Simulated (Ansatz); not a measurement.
# SiC (zincblende type): the cost of one run

Method: DFT PBEsol, with the methods named in each step, in Ansatz 0.2.0.

### Step 1. The starting structure

It takes space group F-43m (No. 216, cubic). Conventional cell: a = 4.357 Å, b = 4.357 Å, c = 4.357 Å, α = 90.00°, β = 90.00°, γ = 90.00°. Around Si (site symmetry -43m) lie 4 C at 1.89 Å. C (site symmetry -43m) has 4 Si at 1.89 Å in its first shell of neighbours.

Structure file:

```cif
data_structure
_symmetry_space_group_name_H-M 'F-43m'
_symmetry_Int_Tables_number 216
_cell_length_a 4.3568
_cell_length_b 4.3568
_cell_length_c 4.3568
_cell_angle_alpha 90.000
_cell_angle_beta 90.000
_cell_angle_gamma 90.000
_cell_volume 82.70
loop_
_atom_site_label
_atom_site_type_symbol
_atom_site_symmetry_multiplicity
_atom_site_Wyckoff_symbol
_atom_site_fract_x
_atom_site_fract_y
_atom_site_fract_z
_atom_site_occupancy
Si1 Si 4 a 0.00000 0.00000 0.00000 1
C1 C 4 d 0.25000 0.25000 0.75000 1
```

The file gives the conventional cell by its symmetry; the runs use the cell typed in the input.

Whether this phase is the stable one at these pressures isn't tested.

Atoms are numbered in the order of the input: Si1, C2.

### Step 2. The reference volume, LAPW

input.yaml reads:

```yaml
crystal:
  lattice:
    - [0.0, 2.1784018475, 2.1784018475]
    - [2.1784018475, 0.0, 2.1784018475]
    - [2.1784018475, 2.1784018475, 0.0]
  atoms:
    - { symbol: Si, position: [0.0, 0.0, 0.0] }
    - { symbol: C, position: [0.25, 0.25, 0.25] }
kpoints:
  mp_grid: { grid: [15, 15, 15] }
  band_path:
    path:
      - [0.0, 0.0, 0.0]
      - [-0.5, -0.5, 0.0]
      - [-0.375, -0.375, 0.25]
      - [-0.375, 0.0, 0.375]
      - [0.0, 0.0, 0.0]
      - [0.0, 0.0, 0.5]
      - [-0.5, -0.25, 0.25]
      - [-0.5, -0.5, 0.0]
    npoints: 14
scf:
  occupations: { method: fermi_dirac, width: 0.1 }
hamiltonian:
  xc: pbesol
  pseudopotentials: { kind: all_electron, lapw: { basis_error: 0.001 } }
output:
  forces: true
  stress: true
  eigenvalues: true
  populations: true
  dos: { projected: true, de: 0.2, e_range: [-14, 8] }
```

Started as:

```bash
$ ansatz run input.yaml --threads 1 --pin off --max-ram 2048MiB --backend cpu --events-out ev --progress --plain --runs-dir out
```

**Question.** How long does this run take on 1 thread of Arm Neoverse V2, shared host, and how much memory does it need?

About 22 s, with a peak of 0.31 GiB.
